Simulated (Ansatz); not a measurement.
## MgO (CsCl type) under strain

MgO in the CsCl-type structure, relaxed with r2SCAN in Ansatz. The symmetry is Pm-3m (No. 221, cubic); conventional cell a = 2.623 Å, 9.03 Å³ an atom. Mg is surrounded by 8 O at 2.27 Å; O is surrounded by 8 Mg at 2.27 Å.

The axes x, y and z are those of this cell:
```yaml
crystal:
  lattice:
    - [2.62335, 0.00000, 0.00000]
    - [0.00000, 2.62335, 0.00000]
    - [0.00000, 0.00000, 2.62335]
  atoms:
    - { symbol: Mg, position: [0.00000, 0.00000, 0.00000] }
    - { symbol: O, position: [0.50000, 0.50000, 0.50000] }
```

Unstrained: With PBE the valence top lies at M and the conduction bottom at Γ, 2.640 eV higher; the smallest vertical gap, at Γ, is 3.656 eV. With r2SCAN the valence top lies at M and the conduction bottom at Γ, 3.492 eV higher; the smallest vertical gap, at Γ, is 4.546 eV. The HSE06 gap is indirect, 4.196 eV (M to Γ), below the direct gap of 5.293 eV at Γ. Meshes: PBE 10×10×10, r2SCAN 10×10×10, HSE06 6×6×6. Strains are changes of length per length. After each strain the atoms were relaxed again with r2SCAN within the symmetry that the strain leaves, so tilts or polar shifts that break it weren't tested; points keep the names that they have in the unstrained zone. No spin polarisation. The prototype was imposed, so other structures may be more stable.

Changes of the least gap in eV (an overlap counts as a negative gap):
```csv
strain,volume change (%),space group,PBE,r2SCAN,HSE06,"energy rise, r2SCAN (meV/atom)"
"biaxial +2.51 % in x and y, z held",+5.1,P4/mmm,-0.624,-0.651,-0.668,18.4
uniaxial +1.63 % along [111],+1.6,R-3m,-0.145,-0.154,-0.163,0.5
isotropic +6.0 % on every length,+19.1,Pm-3m,-1.411,-1.493,-1.603,120.6
```

Biaxial +2.51 % in x and y, z held. HSE06: the gap goes from 4.196 to 3.528 eV (-0.668 eV). Stress change with r2SCAN, compression positive: xx -12.33, yy -12.33, zz +3.66 GPa.

Uniaxial +1.63 % along [111], other directions held. HSE06: the gap goes from 4.196 to 4.033 eV (-0.163 eV). Stress change with r2SCAN, compression positive: xx -2.45, yy -2.45, zz -2.45, xy +0.71, xz +0.71, yz +0.71 GPa.

Isotropic +6.0 % on every length. HSE06: the gap goes from 4.196 to 2.593 eV (-1.603 eV). Stress change with r2SCAN, compression positive: xx -19.37, yy -19.37, zz -19.37 GPa. For HSE06, dE_g/d ln V = -9.2 eV over this step.

The meshes of the hybrids are coarse, so their gaps aren't converged to the digits shown.
